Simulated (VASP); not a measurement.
# InAs (F-43m) in VASP: further runs

InAs is run at these levels: RPBE+D4, BLYP+D4, PBEsol+D4, RPBE+D3(BJ); tasks: single point, relaxation of cell and atoms.

Everything below comes from runs of VASP 6.6.1. Logs are shortened: lines on timing, memory, paths and dates and some standing lists are left out, and cuts for length are marked.

**Experimental background.**

From a printed reference work, data compilation, for a bulk crystal of InAs at 4.2 K: band gap 0.418 eV (direct).

The runs below are set against these values where they give the same quantity.

### 1 The cell of the first run

Symmetry: F-43m, No. 216, cubic system. The conventional cell has a = 6.105 Å, b = 6.105 Å, c = 6.105 Å, α = 90.00°, β = 90.00°, γ = 90.00°. Within 3.5 Å of In (site symmetry -43m) lie 4 As at 2.64 Å. Within 3.5 Å of As (site symmetry -43m) lie 4 In at 2.64 Å.

### 2 Single point, RPBE+D4

The input, INCAR:

```
ALGO = Normal
EDIFF = 1E-7
ENCUT = 520
GGA = RP
ISIF = 2
ISMEAR = -1
IVDW = 13
LASPH = True
LCHARG = True
LELF = True
LREAL = False
LVHAR = True
LWAVE = False
NBANDS = 16
NELM = 100
PREC = Accurate
SIGMA = 0.05
```

The input, KPOINTS:

```
k-points
0
Gamma
  8 8 8
```

The input, POSCAR:

```
InAs
1.0
    0.0000000000      3.0523993177      3.0523993177
    3.0523993177      0.0000000000      3.0523993177
    3.0523993177      3.0523993177      0.0000000000
In As
1 1
Direct
    0.0000000000      0.0000000000      0.0000000000
    0.7500000000      0.7500000000      0.7500000000
```

Potentials or basis: VASP PAW PBE potentials, release 64 (In_d, As).

Started as:

```
$ cat potpaw_PBE.64/In_d/POTCAR potpaw_PBE.64/As/POTCAR > POTCAR
$ mpirun -np 1 vasp_std > vasp.out
```

OUTCAR:

```text
EDIFF = 1E-7
   ENCUT = 520
   GGA = RP
   ISIF = 2
   ISMEAR = -1
   IVDW = 13
   LASPH = True
   LREAL = False
   NELM = 100
   PREC = Accurate

 ion  position               nearest neighbor table
   1  0.000  0.000  0.000-   2 2.64   2 2.64   2 2.64   2 2.64
   2  0.750  0.750  0.750-   1 2.64   1 2.64   1 2.64   1 2.64

  LATTYP: Found a face centered cubic cell.
 ALAT       =     6.1047986354

  Lattice vectors:

 A1 = (   0.0000000000,   3.0523993177,   3.0523993177)
 A2 = (   3.0523993177,   0.0000000000,   3.0523993177)
 A3 = (   3.0523993177,   3.0523993177,   0.0000000000)

Analysis of symmetry for initial positions (statically):
=====================================================================
 Subroutine PRICEL returns:
 Original cell was already a primitive cell.

 Routine SETGRP: Setting up the symmetry group for a
 face centered cubic supercell.

 Subroutine GETGRP returns: Found 24 space group operations
 (whereof 24 operations were pure point group operations)
 out of a pool of 48 trial point group operations.

The static configuration has the point symmetry T_d .

Analysis of symmetry for dynamics (positions and initial velocities):
=====================================================================
 Subroutine PRICEL returns:
 Original cell was already a primitive cell.

 Routine SETGRP: Setting up the symmetry group for a
 face centered cubic supercell.

 Subroutine GETGRP returns: Found 24 space group operations
 (whereof 24 operations were pure point group operations)
 out of a pool of 48 trial point group operations.

The dynamic configuration has the point symmetry T_d .

 Subroutine INISYM returns: Found 24 space group operations
 (whereof 24 operations are pure point group operations),
 and found     1 'primitive' translations

----------------------------------------------------------------------------------------

                                     Primitive cell

  volume of cell :      56.8793

  direct lattice vectors                    reciprocal lattice vectors
     0.000000000  3.052399318  3.052399318    -0.163805567  0.163805567  0.163805567
     3.052399318  0.000000000  3.052399318     0.163805567 -0.163805567  0.163805567
     3.052399318  3.052399318  0.000000000     0.163805567  0.163805567 -0.163805567

  length of vectors
     4.316744513  4.316744513  4.316744513     0.283719564  0.283719564  0.283719564

  position of ions in fractional coordinates (direct lattice)
     0.000000000  0.000000000  0.000000000
     0.750000000  0.750000000  0.750000000

  ion indices of the primitive-cell ions
   primitive index   ion index
                 1           1
                 2           2

----------------------------------------------------------------------------------------

 KPOINTS: k-points

Automatic generation of k-mesh.
 Grid dimensions read from file:
 generate k-points for:    8    8    8

 Generating k-lattice:

  Cartesian coordinates                     Fractional coordinates (reciprocal lattice)
    -0.020475696  0.020475696  0.020475696     0.125000000  0.000000000  0.000000000
     0.020475696 -0.020475696  0.020475696     0.000000000  0.125000000  0.000000000
     0.020475696  0.020475696 -0.020475696     0.000000000  0.000000000  0.125000000

  Length of vectors
     0.035464946  0.035464946  0.035464946

  Shift w.r.t. Gamma in fractional coordinates (k-lattice)
     0.000000000  0.000000000  0.000000000

 Subroutine IBZKPT returns following result:
 ===========================================

 Found     29 irreducible k-points:

 Following reciprocal coordinates:
            Coordinates               Weight
  0.000000  0.000000  0.000000      1.000000
  0.125000  0.000000  0.000000      8.000000
  0.250000  0.000000  0.000000      8.000000
  0.375000  0.000000  0.000000      8.000000
  0.500000  0.000000  0.000000      4.000000
  0.125000  0.125000  0.000000      6.000000
[... 16 lines left out ...]
  0.500000  0.250000  0.125000     48.000000
 -0.375000  0.250000  0.125000     24.000000
 [... further k-points ...]
   k-points           NKPTS =     29   k-points in BZ     NKDIM =     29   number of bands    NBANDS=     16
   number of dos      NEDOS =    301   number of ions     NIONS =      2
   total plane-waves  NPLWV =  32768
   dimension x,y,z NGX =    32 NGY =   32 NGZ =   32
   dimension x,y,z NGXF=    64 NGYF=   64 NGZF=   64
   ions per type =               1   1
   NGX,Y,Z   is equivalent  to a cutoff of  12.32, 12.32, 12.32 a.u.
   NGXF,Y,Z  is equivalent  to a cutoff of  24.65, 24.65, 24.65 a.u.
 SYSTEM =  unknown system
   PREC   = accura    normal or accurate (medium, high low for compatibility)
   ISTART =      0    job   : 0-new  1-cont  2-samecut
   ICHARG =      2    charge: 1-file 2-atom 10-const
   ISPIN  =      1    spin polarized calculation?
   LNONCOLLINEAR =      F non collinear calculations
   LSORBIT =      F    spin-orbit coupling
   LASPH  =      T    aspherical Exc in radial PAW
   ENCUT  =  520.0 eV  38.22 Ry    6.18 a.u.   8.03  8.03  8.03*2*pi/ulx,y,z
   NELM   =    100;   NELMIN=  2; NELMDL= -5     # of ELM steps
   EDIFF  = 0.1E-06   stopping-criterion for ELM
   LREAL  =      F    real-space projection
   EDIFFG = 0.1E-05   stopping-criterion for IOM
   NSW    =      0    number of steps for IOM
   IBRION =     -1    ionic relax: 0-MD 1-quasi-New 2-CG
   NFREE  =      0    steps in history (QN), initial steepest desc. (CG)
   ISIF   =      2    stress and relaxation
   ISYM   =      2    0-nonsym 1-usesym 2-fastsym
   POTIM  = 0.5000    time-step for ionic-motion
   TEBEG  =    0.0;   TEEND  =   0.0 temperature during run
   PSTRESS=    0.0 pullay stress
   NELECT =      18.0000    total number of electrons
   NUPDOWN=      -1.0000    fix difference up-down
   EMIN   =  10.00;   EMAX   =-10.00  energy-range for DOS
   EFERMI =   0.00;   METHOD = LEGACY
   ISMEAR =    -1;   SIGMA  =   0.05  broadening in eV -4-tet -1-fermi 0-gaus
   EFERMI_NEDOS =   21; number of points for ismear=-14 and -15
   IALGO  =     38    algorithm
   IMIX   =      4    mixing-type and parameters
     AMIX     =   0.40;   BMIX     =  1.00
     AMIX_MAG =   1.60;   BMIX_MAG =  1.00
  volume/ion in A,a.u.               =      28.44       191.92
  Fermi-wavevector in a.u.,A,eV,Ry     =   1.115615  2.108207 16.933766  1.244597
  Thomas-Fermi vector in A             =   2.252221
   LORBIT       =      0    0 simple, 1 ext, 2 COOP (PROOUT), +10 PAW based schemes
   GGA     = RP    functional components
   LHFCALC =     F    Hartree Fock is set to
   AEXX    =    0.0000 exact exchange contribution
   IVDW    =    13    specifies the selected vdW correction
   LEPSILON=     F    determine dielectric tensor
   LRPA    =     F    only Hartree local field effects (RPA)
 non-spin polarized calculation
  energy-cutoff  :      520.00
  volume of cell :       56.88
 maximum number of plane-waves:      1543
   NGX = 17   NGY = 17   NGZ = 17

 number of electron      17.9999995 magnetization

 Free energy of the ion-electron system (eV)
  ---------------------------------------------------
  ext. energy  EPLUGINS =         0.00000000
  ---------------------------------------------------
  free energy    TOTEN  =        -7.00300788 eV

  energy without entropy =       -7.00243738  energy(sigma->0) =       -7.00272263

 E-fermi :   4.3868     XC(G=0):  -8.7922

 val. band max:        4.3361409070   @ k =   0.0000   0.0000   0.0000
 cond. band min:       5.3309053685   @ k =   0.5000   0.0000   0.0000
 fundamental gap:      0.9947644615
 Fermi energy:         4.3868013386

 k-point     1 :       0.0000    0.0000    0.0000
  band No.  band energies     occupation
      1     -10.0257      2.00000
      2     -10.0257      2.00000
      3     -10.0257      2.00000
      4      -9.9132      2.00000
      5      -9.9132      2.00000
      6      -7.3019      2.00000
[... 8 lines left out ...]
     15      13.9293      0.00000
     16      13.9293      0.00000

 k-point     2 :       0.1250    0.0000    0.0000
  band No.  band energies     occupation
      1     -10.0427      2.00000
      2     -10.0205      2.00000
      3     -10.0205      2.00000
      4      -9.9133      2.00000
      5      -9.9133      2.00000
      6      -7.1496      2.00000
[... 8 lines left out ...]
     15      13.1362      0.00000
     16      13.1362      0.00000

 k-point     3 :       0.2500    0.0000    0.0000
  band No.  band energies     occupation
      1     -10.0815      2.00000
      2     -10.0092      2.00000
      3     -10.0092      2.00000
      4      -9.9120      2.00000
      5      -9.9120      2.00000
      6      -6.7327      2.00000
[... 8 lines left out ...]
     15      12.9015      0.00000
     16      12.9015      0.00000

 k-point     4 :       0.3750    0.0000    0.0000
  band No.  band energies     occupation
      1     -10.1177      2.00000
      2     -10.0003      2.00000
      3     -10.0003      2.00000
      4      -9.9082      2.00000
      5      -9.9082      2.00000
      6      -6.2040      2.00000
[... 8 lines left out ...]
     15      13.8098      0.00000
     16      13.8098      0.00000
[... 324 lines left out ...]
 k-point    22 :       0.3750    0.2500    0.1250
  band No.  band energies     occupation
      1     -10.1150      2.00000
      2      -9.9954      2.00000
      3      -9.9912      2.00000
      4      -9.9233      2.00000
      5      -9.9045      2.00000
      6      -6.3912      2.00000
[... 8 lines left out ...]
     15      14.4325      0.00000
     16      15.1433      0.00000

 k-point    23 :       0.5000    0.2500    0.1250
  band No.  band energies     occupation
      1     -10.1385      2.00000
      2      -9.9904      2.00000
      3      -9.9813      2.00000
      4      -9.9210      2.00000
      5      -9.9045      2.00000
      6      -5.9183      2.00000
[... 8 lines left out ...]
     15      14.6235      0.00000
     16      15.4752      0.00000

 k-point    24 :      -0.3750    0.2500    0.1250
  band No.  band energies     occupation
      1     -10.1473      2.00000
      2      -9.9895      2.00000
      3      -9.9777      2.00000
      4      -9.9173      2.00000
      5      -9.9063      2.00000
      6      -5.6755      2.00000
[... 8 lines left out ...]
     15      14.7803      0.00000
     16      15.4326      0.00000

 [... further k-points ...]

------------------------ aborting loop because EDIFF is reached ----------------------------------------

  DFT-D4 for vdW energy calculation

  Edisp (eV):   -1.17818

  FORCE on cell =-STRESS in cart. coord.  units (eV):
  Direction    XX          YY          ZZ          XY          YZ          ZX
  --------------------------------------------------------------------------------------
  -------------------------------------------------------------------------------------
  Total       0.00838     0.00838     0.00838     0.00000     0.00000    -0.00000
  in kB       0.23614     0.23614     0.23614     0.00000     0.00000    -0.00000
  external pressure =        0.24 kB  Pullay stress =        0.00 kB

 VOLUME and BASIS-vectors are now :
 -----------------------------------------------------------------------------
  energy-cutoff  :      520.00
  volume of cell :       56.88
      direct lattice vectors                 reciprocal lattice vectors
     0.000000000  3.052399318  3.052399318    -0.163805567  0.163805567  0.163805567
     3.052399318  0.000000000  3.052399318     0.163805567 -0.163805567  0.163805567
     3.052399318  3.052399318  0.000000000     0.163805567  0.163805567 -0.163805567

 POSITION                                       TOTAL-FORCE (eV/Angst)
 -----------------------------------------------------------------------------------
      0.00000      0.00000      0.00000         0.000000      0.000000      0.000000
      4.57860      4.57860      4.57860        -0.000000     -0.000000     -0.000000
 -----------------------------------------------------------------------------------
    total drift:                                0.000000      0.000000      0.000000

  FREE ENERGIE OF THE ION-ELECTRON SYSTEM (eV)
  ---------------------------------------------------
  free  energy   TOTEN  =        -8.1811867827 eV

  energy  without entropy=       -8.1806162799  energy(sigma->0) =       -8.18090153
```

Run time: 40 s. Hardware: 1 thread of Intel Xeon 8259CL, shared host; peak memory 0.19 GiB.

What came out:

```
Free energy                : -8.1812 eV
Pressure                   : 0.0 GPa
Band gap on the k mesh     : zero (filled and empty bands touch)
Dispersion energy per atom : -0.589 eV
```

Levels at points of the mesh, in eV from the Fermi level:
```
           k point  band 6  band 7  band 8  band 9  band 10  band 11  band 12  band 13
(0.00, 0.00, 0.00)  -11.69   -0.27   -0.05   -0.05    -0.05     3.89     3.89     3.89
(0.50, 0.00, 0.00)  -10.31   -5.62   -0.99   -0.99     0.94     4.66     4.66     6.94
(0.50, 0.50, 0.00)   -9.80   -5.72   -2.26   -2.26     1.66     2.09     9.09     9.09
```

Caveat: semilocal functionals underestimate gaps, so a narrow gap can read as zero; the PAW data sets were made with another functional, which shifts forces and pressure a little; spin-orbit coupling is left out, which moves the levels of the heavy elements.

### 3 Single point, BLYP+D4

This run uses another cell than the first one, of 29.07 Å³/atom.

The input, INCAR:

```
AGGAC = 1.0
AGGAX = 1.0
ALDAC = 0.0
ALDAX = 1.0
ALGO = Normal
EDIFF = 1E-6
ENCUT = 520
GGA = B5
ISIF = 2
ISMEAR = -1
IVDW = 13
LASPH = True
LCHARG = False
LREAL = False
LWAVE = False
NBANDS = 16
NELM = 80
PREC = Accurate
SIGMA = 0.05
VDW_A1 = 0.44488865
VDW_A2 = 4.0933009
VDW_S6 = 1.0
VDW_S8 = 2.34076671
```

KPOINTS is that of step 2.

The input, POSCAR:

```
InAs
1.0
    0.0000000000      3.0748252705      3.0748252705
    3.0748252705      0.0000000000      3.0748252705
    3.0748252705      3.0748252705      0.0000000000
In As
1 1
Direct
    0.0000000000      0.0000000000      0.0000000000
    0.7500000000      0.7500000000      0.7500000000
```

Potentials or basis: VASP PAW PBE potentials, release 64 (In_d, As).

Started as:

```
$ cat potpaw_PBE.64/In_d/POTCAR potpaw_PBE.64/As/POTCAR > POTCAR
$ mpirun -np 1 vasp_std > vasp.out
```

It took 49 s on 1 thread of Intel Xeon 8259CL, shared host; peak memory 0.18 GiB.

It converged, with:

- Free energy: -7.6962 eV
- Pressure: 0.1 GPa
- Band gap on the k mesh: zero (filled and empty bands touch)
- Dispersion energy per atom: -0.611 eV

Levels at points of the mesh, in eV from the Fermi level:
```tsv
k point	band 7	band 8	band 9	band 10	band 11	band 12
(0.00, 0.00, 0.00)	-0.61	-0.05	-0.05	-0.05	3.83	3.83
(0.50, 0.00, 0.00)	-5.57	-0.97	-0.97	0.77	4.63	4.63
(0.50, 0.50, 0.00)	-5.71	-2.19	-2.19	1.69	2.04	8.79
```

Caveat: semilocal functionals underestimate gaps, so a narrow gap can read as zero; the PAW data sets were made with another functional, which shifts forces and pressure a little; spin-orbit coupling is left out, which moves the levels of the heavy elements.

[end of part 1 of 3]
